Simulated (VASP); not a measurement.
# ZnS (P6_3mc) in VASP: further runs, part 2 of 2

VASP 6.6.1. Earlier steps stand in the parts before.

## Step 4: Electric field gradients, PBEsol

This run uses another cell than the first one, of 19.60 Å³/atom, 1.010 times its volume.

INCAR

```
  PREC = Accurate
  ENCUT = 520
  EDIFF = 1E-8
  ISMEAR = -1
  SIGMA = 0.03
  LREAL = F
  LASPH = T
  NELM = 100
  ALGO = Normal
  ISIF = 2
  LWAVE = F
  LCHARG = F
  GGA = PS
  LEFG = T
  NBANDS = 26
```

KPOINTS

```
Automatic mesh
0
Gamma
  8 8 5
```

POSCAR

```
ZnS
1.0
    3.8109987816      0.0000000000      0.0000000000
   -1.9054993908      3.3004217586      0.0000000000
    0.0000000000      0.0000000000      6.2340000000
Zn S
2 2
Direct
    0.3333333333      0.6666666667      0.0000000000
    0.6666666667      0.3333333333      0.5000000000
    0.3333333333      0.6666666667      0.3850000000
    0.6666666667      0.3333333333      0.8850000000
```

Potentials or basis: VASP PAW PBE potentials, release 64 (Zn, S).

Run with:

```
$ cat potpaw_PBE.64/Zn/POTCAR potpaw_PBE.64/S/POTCAR > POTCAR
$ mpirun -np 1 vasp_std > vasp.out
```

OUTCAR:

```text
PREC = Accurate
   ENCUT = 520
   EDIFF = 1E-8
   ISMEAR = -1
   LREAL = F
   LASPH = T
   NELM = 100
   ISIF = 2
   GGA = PS

 ion  position               nearest neighbor table
   1  0.333  0.667  0.000-   4 2.31   4 2.31   4 2.31   3 2.40
   2  0.667  0.333  0.500-   3 2.31   3 2.31   3 2.31   4 2.40
   3  0.333  0.667  0.385-   2 2.31   2 2.31   2 2.31   1 2.40
   4  0.667  0.333  0.885-   1 2.31   1 2.31   1 2.31   2 2.40

  LATTYP: Found a hexagonal cell.
 ALAT       =     3.8109987816
 C/A-ratio  =     1.6357916539

[... 925 lines left out ...]
---------------------------------------------------------------------
 ion       V_xx      V_yy      V_zz      V_xy      V_xz      V_yz
---------------------------------------------------------------------
   1      -9.581    -9.574    19.155     0.006    -0.000     0.000
   2      -9.581    -9.574    19.155     0.006     0.000    -0.000
   3       2.707     2.707    -5.414    -0.000    -0.000     0.000
   4       2.707     2.707    -5.414    -0.000     0.000    -0.000
---------------------------------------------------------------------

 Electric field gradients after diagonalization (V/A^2)
 (convention: |V_zz| > |V_xx| > |V_yy|)
----------------------------------------------------------------------
 ion       V_xx      V_yy      V_zz     asymmetry (V_yy - V_xx)/ V_zz
----------------------------------------------------------------------
   1      -9.584    -9.571    19.155       0.001
   2      -9.584    -9.571    19.155       0.001
   3       2.708     2.707    -5.414       0.000
   4       2.708     2.707    -5.414       0.000
----------------------------------------------------------------------

           NMR quadrupolar parameters

 Cq : quadrupolar parameter    Cq=e*Q*V_zz/h
 eta: asymmetry parameters     (V_yy - V_xx)/ V_zz
 Q  : nuclear electric quadrupole moment in mb (millibarn)
----------------------------------------------------------------------
 ion       Cq(MHz)       eta       Q (mb)
----------------------------------------------------------------------
   1       0.046       0.001       1.000
   2       0.046       0.001       1.000
   3      -0.013       0.000       1.000
   4      -0.013       0.000       1.000
----------------------------------------------------------------------
```

OSZICAR:

```text
N       E                     dE             d eps       ncg     rms          rms(c)
DAV:   1     0.244328197230E+03    0.24433E+03   -0.16903E+04  1560   0.166E+03
DAV:   2     0.867415893028E+01   -0.23565E+03   -0.22535E+03  1592   0.352E+02
DAV:   3    -0.153748682804E+02   -0.24049E+02   -0.23795E+02  1930   0.112E+02
DAV:   4    -0.159473660835E+02   -0.57250E+00   -0.57117E+00  1774   0.173E+01
DAV:   5    -0.159563029890E+02   -0.89369E-02   -0.89347E-02  1956   0.216E+00    0.960E+00
DAV:   6    -0.151533275342E+02    0.80298E+00   -0.17768E+00  2112   0.401E+01    0.738E+00
DAV:   7    -0.151508734399E+02    0.24541E-02   -0.11763E+00  1672   0.668E+00    0.325E+00
DAV:   8    -0.151417538820E+02    0.91196E-02   -0.29710E-02  2014   0.176E+00    0.840E-01
DAV:   9    -0.151414024643E+02    0.35142E-03   -0.91857E-03  2128   0.146E+00    0.213E-01
DAV:  10    -0.151414973482E+02   -0.94884E-04   -0.52960E-04  1902   0.302E-01    0.110E-01
DAV:  11    -0.151416219026E+02   -0.12455E-03   -0.19340E-04  1626   0.970E-02    0.449E-02
DAV:  12    -0.151416200563E+02    0.18463E-05   -0.11021E-05  1968   0.712E-02    0.947E-03
DAV:  13    -0.151416222520E+02   -0.21957E-05   -0.46254E-06  1632   0.123E-02    0.300E-03
DAV:  14    -0.151416220848E+02    0.16722E-06   -0.32742E-07  2326   0.643E-03    0.216E-03
DAV:  15    -0.151416220800E+02    0.47462E-08   -0.14137E-07  1728   0.221E-03    0.900E-04
DAV:  16    -0.151416220872E+02   -0.71482E-08   -0.78360E-09  1176   0.768E-04
   1 F= -.15141622E+02 E0= -.15141622E+02  d E =-.188209E-10
```

stdout:

```text
POSCAR found type information on POSCAR ZnS
 POSCAR found :  2 types and       4 ions
 scaLAPACK will be used
 -----------------------------------------------------------------------------
|                                                                             |
|                                                                             |
|     You enforced a specific xc type in the INCAR file but a different       |
|     I HOPE YOU KNOW WHAT YOU ARE DOING!                                     |
|                                                                             |
 -----------------------------------------------------------------------------

 LDA part: xc-table for (Slater+PW92), standard interpolation
 POSCAR, INCAR and KPOINTS ok, starting setup
 FFT: planning ... GRIDC
 FFT: planning ... GRID_SOFT
 FFT: planning ... GRID
 WAVECAR not read
 entering main loop
ion   1

ion   2

ion   3

ion   4
```

Run time: 24 s. Hardware: 1 thread of Intel Xeon 6975P-C (Granite Rapids), shared host; peak memory 0.21 GiB.

Results:

| Quantity | Value |
| --- | --- |
| Free energy | -15.1416 eV |
| Pressure | -1.1 GPa |
| Largest force | 0.309 eV/Å |
| Band gap on the k mesh | 2.12 eV, direct |

Forces in eV/Å, atoms in the order of the input:
```
Zn   0.000  0.000  0.309
Zn   0.000  0.000  0.309
S    0.000  0.000 -0.309
S    0.000  0.000 -0.309
```

Electric field gradients, principal values (V/Å²):
```tsv
atom	least	middle	greatest (by size)
1 Zn	-9.571	-9.584	19.155
2 Zn	-9.571	-9.584	19.155
3 S	2.707	2.708	-5.414
4 S	2.707	2.708	-5.414
```

Caveat: without QUAD_EFG the Cq values of the log hold for a quadrupole moment of 1 mb, not for the nuclei; the PAW data sets were made with another functional, which shifts forces and pressure a little.

## Step 5: Electric field gradients, PBEsol (volume scaled by 1.01)

INCAR

```
PREC = Accurate ; ENCUT = 520
EDIFF = 1E-8 ; ISMEAR = -1
SIGMA = 0.03 ; LREAL = F
LASPH = T ; NELM = 60
ALGO = Normal ; ISIF = 2
LWAVE = F ; LCHARG = F
GGA = PS ; LEFG = T
NBANDS = 26
```

KPOINTS is that of step 4.

POSCAR

```
ZnS
1.0
    3.8236600001      0.0000000000      0.0000000000
   -1.9118300001      3.3113866955      0.0000000000
    0.0000000000      0.0000000000      6.2547111156
Zn S
2 2
Direct
    0.3333333333      0.6666666667      0.0000000000
    0.6666666667      0.3333333333      0.5000000000
    0.3333333333      0.6666666667      0.3850000000
    0.6666666667      0.3333333333      0.8850000000
```

Potentials or basis: VASP PAW PBE potentials, release 64 (Zn, S).

Run with:

```
$ cat potpaw_PBE.64/Zn/POTCAR potpaw_PBE.64/S/POTCAR > POTCAR
$ mpirun -np 1 vasp_std > vasp.out
```

OUTCAR:

```text
PREC = Accurate
   ENCUT = 520
   EDIFF = 1E-8
   ISMEAR = -1
   LREAL = F
   LASPH = T
   NELM = 60
   ISIF = 2
   GGA = PS

 ion  position               nearest neighbor table
   1  0.333  0.667  0.000-   4 2.32   4 2.32   4 2.32   3 2.41
   2  0.667  0.333  0.500-   3 2.32   3 2.32   3 2.32   4 2.41
   3  0.333  0.667  0.385-   2 2.32   2 2.32   2 2.32   1 2.41
   4  0.667  0.333  0.885-   1 2.32   1 2.32   1 2.32   2 2.41

  LATTYP: Found a hexagonal cell.
 ALAT       =     3.8236600001
 C/A-ratio  =     1.6357916539

[... 925 lines left out ...]
---------------------------------------------------------------------
 ion       V_xx      V_yy      V_zz      V_xy      V_xz      V_yz
---------------------------------------------------------------------
   1      -9.471    -9.465    18.936     0.005    -0.000     0.000
   2      -9.471    -9.465    18.936     0.005     0.000    -0.000
   3       2.810     2.809    -5.619    -0.000    -0.000     0.000
   4       2.810     2.809    -5.619    -0.000     0.000    -0.000
---------------------------------------------------------------------

 Electric field gradients after diagonalization (V/A^2)
 (convention: |V_zz| > |V_xx| > |V_yy|)
----------------------------------------------------------------------
 ion       V_xx      V_yy      V_zz     asymmetry (V_yy - V_xx)/ V_zz
----------------------------------------------------------------------
   1      -9.474    -9.462    18.936       0.001
   2      -9.474    -9.462    18.936       0.001
   3       2.810     2.809    -5.619       0.000
   4       2.810     2.809    -5.619       0.000
----------------------------------------------------------------------

           NMR quadrupolar parameters

 Cq : quadrupolar parameter    Cq=e*Q*V_zz/h
 eta: asymmetry parameters     (V_yy - V_xx)/ V_zz
 Q  : nuclear electric quadrupole moment in mb (millibarn)
----------------------------------------------------------------------
 ion       Cq(MHz)       eta       Q (mb)
----------------------------------------------------------------------
   1       0.046       0.001       1.000
   2       0.046       0.001       1.000
   3      -0.014       0.000       1.000
   4      -0.014       0.000       1.000
----------------------------------------------------------------------
```

Wall time 25 s (1 thread of Intel Xeon 6975P-C (Granite Rapids), shared host); peak memory 0.2 GiB.

Results:

| Quantity | Value |
| --- | --- |
| Free energy | -15.1347 eV |
| Pressure | -1.8 GPa |
| Largest force | 0.297 eV/Å |
| Band gap on the k mesh | 2.07 eV, direct |

Forces on the atoms (eV/Å):
```
Zn   0.000  0.000  0.297
Zn   0.000  0.000  0.297
S    0.000  0.000 -0.297
S    0.000  0.000 -0.297
```

Electric field gradients, principal values (V/Å²):
```
atom   least  middle  greatest (by size)
1 Zn  -9.462  -9.474              18.936
2 Zn  -9.462  -9.474              18.936
 3 S   2.809   2.810              -5.619
 4 S   2.809   2.810              -5.619
```

Caveat: the cell differs from its parent crystal (volume scaled by 1.01); without QUAD_EFG the Cq values of the log hold for a quadrupole moment of 1 mb, not for the nuclei; the PAW data sets were made with another functional, which shifts forces and pressure a little.

## Step 6: Overview

| cell | gap on the mesh (eV) | pressure (GPa) | largest force (eV/Å) |
| --- | --- | --- | --- |
| a = 3.798, b = 3.798, c = 6.213 Å, angles 90.0, 90.0, 120.0°, 4 atoms | 2.16 | -0.3 | 0.32 |
| a = 3.811, b = 3.811, c = 6.234 Å, angles 90.0, 90.0, 120.0°, 4 atoms | 2.12 | -1.1 | 0.31 |
| a = 3.824, b = 3.824, c = 6.255 Å, angles 90.0, 90.0, 120.0°, 4 atoms | 2.07 | -1.8 | 0.30 |

Alike in all rows: task electric field gradients; level PBEsol; potentials or basis VASP PAW PBE potentials, release 64 (Zn, S); no spin polarisation; k mesh 8 × 8 × 5; cutoff (eV) 520; smearing fermi-dirac 0.03 eV.

Caveats: the PAW data sets were made with another functional, which shifts forces and pressure a little.

Total energies depend on the potentials used, so only differences within one code and one set of settings carry meaning.

## Step 7: Against experiment

Step 3. A measured gap of ZnS is 3.911 eV (direct; 4 K; a printed reference work, monograph); the calculated 2.12 eV misses it by -1.80 eV. The value is that of PBEsol, without temperature or zero-point motion. Semilocal functionals fall short of measured gaps as a rule.

Step 4. Measured gap of ZnS: 3.911 eV (direct; 4 K; a printed reference work, monograph). This calculation gives 2.12 eV (-1.80 eV). The value is that of PBEsol, without temperature or zero-point motion. Semilocal functionals fall short of measured gaps as a rule.
